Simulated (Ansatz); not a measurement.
An Ansatz input:

```yaml
crystal:
  lattice:
    - [2.4637105808, 1.422423967, 4.2073601996]
    - [-2.4637105808, 1.422423967, 4.2073601996]
    - [0.0, -2.844847934, 4.2073601996]
  atoms:
    - { symbol: B, position: [0.0101827327, 0.6539939251, 0.0101827327] }
    - { symbol: B, position: [0.0101827327, 0.0101827327, 0.6539939251] }
    - { symbol: B, position: [0.6539939251, 0.0101827327, 0.0101827327] }
    - { symbol: B, position: [0.9898172673, 0.3460060749, 0.9898172673] }
    - { symbol: B, position: [0.3460060749, 0.9898172673, 0.9898172673] }
    - { symbol: B, position: [0.9898172673, 0.9898172673, 0.3460060749] }
    - { symbol: B, position: [0.2208552407, 0.6308556734, 0.2208552407] }
    - { symbol: B, position: [0.2208552407, 0.2208552407, 0.6308556734] }
    - { symbol: B, position: [0.6308556734, 0.2208552407, 0.2208552407] }
    - { symbol: B, position: [0.7791447593, 0.3691443266, 0.7791447593] }
    - { symbol: B, position: [0.3691443266, 0.7791447593, 0.7791447593] }
    - { symbol: B, position: [0.7791447593, 0.7791447593, 0.3691443266] }
hamiltonian:
  xc: rpbe
  pseudopotentials:
    kind: paw_fr
    azcp:
      B: "pseudopotentials/B.paw.azcp"
basis:
  ecutwfc: 420
  fft_grid_basis: typed
kpoints:
  mp_grid: { grid: [6, 6, 6], shift: [0, 0, 0] }
magnetization:
  noncollinear: true
  spin_orbit: true
scf:
  occupations: { method: fermi_dirac, width: 0.05 }
```

Output

```
Engine: ansatz 0.2.0, aarch64-unknown-linux-gnu
Pseudopotentials: kind: paw_fr
Pseudopotential: B, paw_fr, valence charge 3, recommended cutoff 420 eV (normal) 
Functional definition: RPBE
  parameter kappa = 0.804
  parameter beta = 0.06672455060314922
  exchange = rpbe_x(kappa = kappa, mu = beta*pi^2/3)
  correlation = pbe_c(beta = beta)
non-collinear run that drives no moment, with spin-orbit: no starting moment large enough to seed its density (crystal.atoms[].spin), no starting occupations that ask for one, no magnetisation constraint and no magnetic field, so the semilocal B_xc is pinned to zero
Crystal: 12 atoms, lattice volume = 88.467 Å³
Basis set: ecut = 420 eV, 1761 PW (Γ)
Bands: 60, of which v1, the nominal top of the filled ones, is band 36 counted from 1 (35 counted from 0)
Symmetry: 12 space group operations + 12 with time reversal
Magnetic group: BNS 166.98 (UNI 1328), of the structure as read, at distance tolerance 4.5e-5 Å
k-points: 32 of 216
Projection manifold: j_resolved (fully-relativistic pseudo-atomic orbitals)
Non-local potential: B, projectors of the file, l = 0: 2, l = 1: 4, l = 2: 2
PAW form: soft (Blöchl's): semilocal exchange-correlation on the pseudo side does not see the compensation charge
PAW frozen core: B, regenerated for the run's functional, and the local potential with it (the file was generated under x = pbe(κ = 0.804, μ = 0.2195149727645171), c = pbe(β = 0.06672455060314922))
PAW one-centre angular grid: B, 110 points (default); XC on 64 Gauss nodes
Initial density: superposition of atomic densities (chi_scale 0.1, normalization cell)
Initial wavefunctions: pseudopotential atomic-orbital guess
Functional: x = rpbe, c = pbe(β = 0.06672455060314922)
SCF iter   1: F=—  HF=-1888.225071 eV  |F-HF|=—  |Δ(HF+E_count)|=         —  Δρ=9.20e-2  dr2=1.12e1  dr2_m=0.00e0 (ungated)  ethr=3.10e-3  |M|=0.00e0 ∫|m|=0.00e0 μB  |m|>n=0.0e0 m-floor=0.0e0 τ_xc=0.0e0  β_m=0.30  ⟨swp⟩=6.0  Hψ=5155  notcnv=0  defer=314
SCF iter   2: F=—  HF=-1884.925348 eV  |F-HF|=—  |Δ(HF+E_count)|=    3.30e0  Δρ=5.23e-2  dr2=2.40e0  dr2_m=0.00e0 (ungated)  ethr=3.10e-3  |M|=0.00e0 ∫|m|=0.00e0 μB  |m|>n=0.0e0 m-floor=0.0e0 τ_xc=0.0e0  β_m=0.41  ⟨swp⟩=3.0  Hψ=1806  notcnv=0  defer=556
SCF iter   3: F=—  HF=-1884.130043 eV  |F-HF|=—  |Δ(HF+E_count)|=   7.95e-1  Δρ=1.75e-2  dr2=2.07e-1  dr2_m=0.00e0 (ungated)  ethr=3.10e-3  |M|=0.00e0 ∫|m|=0.00e0 μB  |m|>n=0.0e0 m-floor=0.0e0 τ_xc=0.0e0  β_m=0.50  ⟨swp⟩=2.1  Hψ=1426  notcnv=0  defer=548
SCF iter   4: F=—  HF=-1884.079705 eV  |F-HF|=—  |Δ(HF+E_count)|=   5.03e-2  Δρ=3.33e-3  dr2=9.69e-3  dr2_m=0.00e0 (ungated)  ethr=5.76e-4  |M|=0.00e0 ∫|m|=0.00e0 μB  |m|>n=0.0e0 m-floor=0.0e0 τ_xc=0.0e0  β_m=0.48  ⟨swp⟩=2.8  Hψ=1493  notcnv=0  defer=548
SCF iter   5: F=—  HF=-1884.078420 eV  |F-HF|=—  |Δ(HF+E_count)|=   1.29e-3  Δρ=1.10e-3  dr2=5.76e-4  dr2_m=0.00e0 (ungated)  ethr=2.69e-5  |M|=0.00e0 ∫|m|=0.00e0 μB  |m|>n=0.0e0 m-floor=0.0e0 τ_xc=0.0e0  β_m=0.61  ⟨swp⟩=2.3  Hψ=1234  notcnv=0  defer=544
SCF iter   6: F=—  HF=-1884.078591 eV  |F-HF|=—  |Δ(HF+E_count)|=   1.71e-4  Δρ=1.62e-4  dr2=1.31e-5  dr2_m=0.00e0 (ungated)  ethr=1.60e-6  |M|=0.00e0 ∫|m|=0.00e0 μB  |m|>n=0.0e0 m-floor=0.0e0 τ_xc=0.0e0  β_m=0.66  ⟨swp⟩=2.0  Hψ=1181  notcnv=0  defer=544
SCF iter   7: F=—  HF=-1884.078582 eV  |F-HF|=—  |Δ(HF+E_count)|=   8.56e-6  Δρ=2.79e-5  dr2=4.44e-7  dr2_m=0.00e0 (ungated)  ethr=3.65e-8  |M|=0.00e0 ∫|m|=0.00e0 μB  |m|>n=0.0e0 m-floor=0.0e0 τ_xc=0.0e0  β_m=0.83  ⟨swp⟩=2.0  Hψ=1383  notcnv=0  defer=544
SCF iter   8: F=-1884.078584 eV  HF=-1884.078584 eV  |F-HF|=4.97e-9  |Δ(HF+E_count)|=   1.60e-6  Δρ=3.18e-6  dr2=1.61e-8  dr2_m=0.00e0 (ungated)  ethr=2.78e-10  |M|=0.00e0 ∫|m|=0.00e0 μB  |m|>n=0.0e0 m-floor=0.0e0 τ_xc=0.0e0  ⟨swp⟩=3.0  Hψ=2193  notcnv=0
SCF 1 converged in 8 iterations: F = -1884.078584 eV  dr2 = 1.61e-8
SCF converged after 8 iterations
Magnetization: |M| = 0.0000 μB,  M = (+0.0000, +0.0000, +0.0000) μB
Absolute magnetization: 0.0000 μB (∫|m|)
  site 0: m = (+0.0000, +0.0000, +0.0000) μB, |m| = 0.0000 μB  (R = 0.69 Å)
  site 1: m = (+0.0000, +0.0000, +0.0000) μB, |m| = 0.0000 μB  (R = 0.69 Å)
  site 2: m = (+0.0000, +0.0000, +0.0000) μB, |m| = 0.0000 μB  (R = 0.69 Å)
  site 3: m = (+0.0000, +0.0000, +0.0000) μB, |m| = 0.0000 μB  (R = 0.69 Å)
  site 4: m = (+0.0000, +0.0000, +0.0000) μB, |m| = 0.0000 μB  (R = 0.69 Å)
  site 5: m = (+0.0000, +0.0000, +0.0000) μB, |m| = 0.0000 μB  (R = 0.69 Å)
  site 6: m = (+0.0000, +0.0000, +0.0000) μB, |m| = 0.0000 μB  (R = 0.74 Å)
  site 7: m = (+0.0000, +0.0000, +0.0000) μB, |m| = 0.0000 μB  (R = 0.74 Å)
  site 8: m = (+0.0000, +0.0000, +0.0000) μB, |m| = 0.0000 μB  (R = 0.74 Å)
  site 9: m = (+0.0000, +0.0000, +0.0000) μB, |m| = 0.0000 μB  (R = 0.74 Å)
  site 10: m = (+0.0000, +0.0000, +0.0000) μB, |m| = 0.0000 μB  (R = 0.74 Å)
  site 11: m = (+0.0000, +0.0000, +0.0000) μB, |m| = 0.0000 μB  (R = 0.74 Å)
Free energy (F): -1884.078584 eV
Harris-Foulkes:  -1884.078584 eV  (|F-HF|=4.97e-9)
Internal energy: -1884.078584 eV  (E = F + TS)
E sigma→0 (E₀):  -1884.078584 eV
Entropy (-TS):   -0.000000 eV (-0.000 meV/atom)
Fermi energy:    9.664358 eV
--- Per-component energies (eV) ---
  E_band       = 90.890195
  E_kinetic    = 591.894988
  E_local      = -367.284347  (includes V_loc(G=0)·N_el)
  E_nonlocal   = 131.318636
  E_hartree    = 111.992822
  E_xc         = -388.020855
  E_vxc        = -460.491618  (∫ρ·V_xc dr)
  E_paw        = -955.551205  (= ΣΔE_a)
  E_vpaw       = -28.531820  (= ΣTr[D̂ρ^β])
  E_aug_tail   = -0.000030  (compensation charges beyond the density's cutoff)
  E_ewald      = -1008.301671
  E_core_change = -0.126921  (= ΣΔE_core)
  E_smearing   = -0.000000  (= −TS)
  E_closure    = -0.000000  (closes the sum)
  Σ components = -1884.078584   (vs F -1884.078584, Δ=0.00e0)
```
